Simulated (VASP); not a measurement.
**VASP 6.6.1 run: KBr**

INCAR

```
GGA = PE
LASPH = .TRUE.
NSW = 0
LWAVE = .FALSE.
SIGMA = 0.02
PREC = Normal
NELM = 83
IBRION = -1
LCHARG = .FALSE.
ISMEAR = -1
EDIFF = 1E-7
ENCUT = 520
LREAL = .FALSE.
NBANDS = 15
ISIF = 2
```

KPOINTS

```
KPOINTS created by Atomic Simulation Environment
0
Gamma
6 6 6
0 0 0
```

POSCAR

```
K  Br
 1.0000000000000000
     0.0000000000000000    3.7805067765000002    3.4939996361999999
     3.7805067765000002    0.0000000000000000    3.4939996361999999
     3.7805067765000002    3.7805067765000002    0.0000000000000000
 K   Br
   1   1
Cartesian
  0.0000000000000000  0.0000000000000000  0.0000000000000000
  1.8902533882500001  1.8902533882500001  1.7469998180999999
```

The recommended PBE PAW datasets give the neutral cell 16 valence electrons.

Command

```
mpirun -np 1 vasp_std
```

Q: Predict the outcome of this run.

A: It converged. Results: gap between bands v and c on the k mesh 4.25 eV; least direct gap on the k mesh 4.27 eV; pressure 0.3 GPa. Band v is the last that the valence electrons fill when counted band by band, and c is the next.

OSZICAR

```
N       E                     dE             d eps       ncg     rms          rms(c)
DAV:   1     0.100287452169E+03    0.10029E+03   -0.64818E+03   900   0.895E+02
DAV:   2     0.169499214190E+01   -0.98592E+02   -0.91303E+02  1145   0.216E+02
DAV:   3    -0.599033996564E+01   -0.76853E+01   -0.76495E+01  1250   0.530E+01
DAV:   4    -0.635245017734E+01   -0.36211E+00   -0.36202E+00  1532   0.995E+00
DAV:   5    -0.635441006203E+01   -0.19599E-02   -0.19599E-02  1229   0.833E-01    0.317E+00
DAV:   6    -0.604429302038E+01    0.31012E+00   -0.40660E-01  1187   0.267E+00    0.223E+00
DAV:   7    -0.600914601385E+01    0.35147E-01   -0.20504E-01  1271   0.212E+00    0.110E+00
DAV:   8    -0.602997465110E+01   -0.20829E-01   -0.25129E-02  1157   0.102E+00    0.197E-01
DAV:   9    -0.603189201628E+01   -0.19174E-02   -0.12045E-03  1152   0.194E-01    0.131E-01
DAV:  10    -0.603393706332E+01   -0.20450E-02   -0.16963E-03   921   0.224E-01    0.319E-02
DAV:  11    -0.603397246598E+01   -0.35403E-04   -0.90702E-05  1153   0.634E-02    0.102E-02
DAV:  12    -0.603398602509E+01   -0.13559E-04   -0.18081E-05   921   0.321E-02    0.557E-03
DAV:  13    -0.603398640869E+01   -0.38361E-06   -0.12833E-06  1308   0.660E-03    0.147E-03
DAV:  14    -0.603398649828E+01   -0.89589E-07   -0.23237E-07   942   0.304E-03
   1 F= -.60339865E+01 E0= -.60339865E+01  d E =-.668618E-11
```

Standard output (part)

```
POSCAR found type information on POSCAR K Br
 POSCAR found :  2 types and       2 ions
 LDA part: xc-table for (Slater+PW92), standard interpolation
 POSCAR, INCAR and KPOINTS ok, starting setup
 WAVECAR not read
 entering main loop
```

For comparison, a separate PBE run of the intended cell, on usual settings and not on those above, gives a gap of 4.25 eV on its mesh and a pressure of 0.3 GPa.
